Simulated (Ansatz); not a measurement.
## SnO: the change of force along direction and pressure with displacement

One atom of a crystal moved along a line, all else fixed, by plane-wave density functional theory with PAW datasets, free energies less that of the undisturbed cell, pressure positive in compression; scalar-relativistic. The results are calculated, by Ansatz 0.2.0.

The cell before atoms are moved (space group Pmn2_1, No. 31):
```
SnO
1.0
      3.3156     0.0000     0.0000
      0.0000     5.7050     0.0000
      0.0000     0.0000     3.8942
Sn O
2 2
Direct
  0.00000 0.23380 0.52620
  0.50000 0.76620 0.02620
  0.00000 0.88540 0.72380
  0.50000 0.11460 0.22380
```

Settings of every row: functional PBEsol; dispersion none; spin none; wave cutoff 420 eV; k mesh 8x6x8; occupations gaussian; smearing width 0.05 eV; k shift 0x0x0; start relaxed; moved atom 1; direction 0.70711, -0.70711, 0 Cartesian unit vector.

Limits: the cell comes from a prototype or a list of computed structures and needn't be the stable phase.

```
row  displacement (Å)  force along direction (eV/Å summed over the moved atoms)  pressure (GPa)  energy change (eV a cell)
  1              -0.2                                                    1.3452          -3.346                      0.151
  2             -0.15                                                    1.0985          -2.677                     0.0897
  3              -0.1                                                         ?               ?                          ?
  4             -0.05                                                    0.4318          -1.021                     0.0111
  5                 0                                                   -0.0005          -0.005                          0
  6              0.05                                                   -0.5075           1.158                     0.0124
  7               0.1                                                   -1.0955           2.484                     0.0521
  8              0.15                                                   -1.7705           3.989                     0.1234
  9             0.175                                                   -2.1425           4.814                     0.1722
 10               0.2                                                   -2.5382            5.69                     0.2307
```

Question: what force along direction and pressure should row 3 give?

Worked fit of force along direction. Take t = displacement, in Å. The shown rows have t = -0.2, -0.15, -0.05, 0, 0.05, 0.1, 0.15, 0.175, 0.2. Least squares give force along direction = 0.00283 − 9.63537 × t − 14.9738 × t² eV/Å summed over the moved atoms; a straight line predicts inner rows, each left out in turn, worse (root mean square 0.22 against 0.014 eV/Å summed over the moved atoms). The rows lie off it by 0.0142, -0.0127, -0.0154, -0.0033, 0.0089, 0.0149, 0.0089, -0.0006, -0.0150 (root mean square 0.012 eV/Å summed over the moved atoms), a smooth pattern that one more power would take up: the form is only approximate. The withheld row has t = -0.1, so the fit gives 0.00283 − 9.63537 × (-0.1) − 14.9738 × (-0.1)² = 0.8166 eV/Å summed over the moved atoms.

The calculation gave 0.7961 eV/Å summed over the moved atoms. The fit lies 0.0205 eV/Å summed over the moved atoms (2.6 % of the value, 0.53 % of the column's range) above it; its largest miss of a shown row is 0.0154 eV/Å summed over the moved atoms.

Worked fit of pressure. Take t = displacement, in Å. The shown rows have t = -0.2, -0.15, -0.05, 0, 0.05, 0.1, 0.15, 0.175, 0.2. Least squares give pressure = −0.0141 + 22.4028 × t + 29.608 × t² GPa; a straight line predicts inner rows, each left out in turn, worse (root mean square 0.44 against 0.036 GPa). The rows lie off it by -0.036, 0.031, 0.039, 0.009, -0.022, -0.038, -0.024, 0.001, 0.039 (root mean square 0.03 GPa), a smooth pattern that one more power would take up: the form is only approximate. The withheld row has t = -0.1, so the fit gives −0.0141 + 22.4028 × (-0.1) + 29.608 × (-0.1)² = -1.958 GPa.

The calculation gave -1.907 GPa. The fit lies 0.051 GPa (2.7 % of the value, 0.56 % of the column's range) below it; its largest miss of a shown row is 0.039 GPa.

The other values of row 3: energy change 0.0421 eV a cell.
